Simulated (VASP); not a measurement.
# Ga2O3: relaxation of cell and atoms with r2SCAN

The system is Ga2O3.

```xyz
10
Lattice="6.1070 -1.5186 0.0000 6.1070 1.5186 0.0000 -1.3860 0.0000 5.6300" Properties=species:S:1:pos:R:3 pbc="T T T"
Ga    0.0041    0.0000    4.4736
Ga   10.8240    0.0000    1.1564
Ga    7.6096    0.0000    1.7679
Ga    3.2184    0.0000    3.8621
O     1.8570    0.0000    0.6182
O     8.9710    0.0000    5.0118
O     1.3361    0.0000    3.1708
O     9.4919    0.0000    2.4592
O     5.7013    0.0000    1.4447
O     5.1267    0.0000    4.1853
```

```
Program                : VASP 6.6.1
Task                   : relaxation of cell and atoms
Functional             : r2SCAN
Potentials or basis    : VASP PAW PBE potentials, release 64 (Ga_d, O)
Cutoff                 : 600 eV
k mesh                 : 4 × 4 × 4
Occupations            : fermi-dirac, width 0.05 eV
Spin                   : no spin polarisation
Further INCAR settings : ALGO = Normal; EDIFF = 1e-06; IBRION = 2; EDIFFG = -0.02; NSW = 60; ISIF = 3
```

```
Relaxed volume                         : 10.58 Å³/atom
Relaxed cell                           : a = 6.320 Å, b = 6.320 Å, c = 5.824 Å, α = 103.43°, β = 103.43°, γ = 27.92°
Space group after relaxing (to 0.05 Å) : C2/m (No. 12)
Energy gained by relaxing              : 1.3 meV/atom
Ionic steps                            : 7
Pressure after relaxing                : 0.0 GPa
Largest force after relaxing           : 0.012 eV/Å
Band gap on the k mesh                 : 2.94 eV, indirect (least direct gap 2.97 eV)
```

Forces in eV/Å, atoms in the order of the input:
```
Ga   0.005  0.000  0.008
Ga  -0.005  0.000 -0.008
Ga  -0.006  0.000  0.000
Ga   0.006  0.000  0.000
O    0.004  0.000  0.011
O   -0.004  0.000 -0.011
O   -0.007  0.000  0.006
O    0.007  0.000 -0.006
O    0.000  0.000 -0.007
O    0.000  0.000  0.007
```

The path:
| step | energy change (eV) | largest force (eV/Å) | pressure (GPa) | volume (Å³) |
| --- | --- | --- | --- | --- |
| 1 | 0.0000 | 0.1760 | 2.84 | 104.42 |
| 2 | 0.0049 | 0.1972 | -3.04 | 107.24 |
| 3 | -0.0128 | 0.0312 | 0.06 | 105.69 |
| 4 | -0.0128 | 0.0313 | 0.01 | 105.72 |
| 5 | -0.0129 | 0.0372 | -0.06 | 105.76 |
| 6 | -0.0130 | 0.0248 | -0.01 | 105.75 |
| 7 | -0.0130 | 0.0121 | -0.04 | 105.75 |

Final structure:
```
Ga O
1.0
     6.13376   -1.52451   -0.00087
     6.13376    1.52451   -0.00087
    -1.39287    0.00000    5.65484
Ga O
4 6
Cartesian
  0.0065 0.0000 4.4955
  10.8681 0.0000 1.1576
  7.6424 0.0000 1.7787
  3.2323 0.0000 3.8744
  1.8664 0.0000 0.6188
  9.0083 0.0000 5.0343
  1.3422 0.0000 3.1829
  9.5325 0.0000 2.4702
  5.7306 0.0000 1.4488
  5.1441 0.0000 4.2043
```

Levels at points of the mesh, in eV from the valence-band top:
```csv
k point,band 40,band 41,band 42,band 43,band 44,band 45,band 46,band 47,band 48,band 49
"(0.00, 0.00, 0.00)",-0.68,-0.67,-0.48,-0.27,-0.02,2.94,6.31,7.39,7.46,8.51
"(0.50, 0.00, 0.00)",-1.28,-0.75,-0.71,-0.45,-0.14,6.30,7.20,7.90,8.20,8.71
"(0.50, 0.50, 0.00)",-1.08,-0.68,-0.65,-0.41,-0.16,5.10,5.37,6.49,7.27,8.72
"(0.00, 0.00, 0.50)",-1.41,-0.65,-0.65,-0.47,-0.29,5.33,5.45,7.40,7.92,8.46
"(0.50, 0.00, 0.50)",-1.25,-1.12,-1.05,-0.72,-0.65,7.58,7.63,8.51,8.70,9.16
"(0.50, 0.50, 0.50)",-0.70,-0.62,-0.59,-0.59,0.00,5.78,5.89,6.88,7.22,7.66
```

Wall time 12 min on 8 MPI ranks on Intel(R) Xeon(R) 6975P-C (Granite Rapids), with other jobs on the host, peak memory 0.47 GiB a rank.

Caveat: the k mesh is coarse (spacing up to 0.53 Å⁻¹), so the values aren't converged; the PAW data sets were made with another functional, which shifts forces and pressure a little. Zero-point motion and thermal expansion aren't in these numbers.
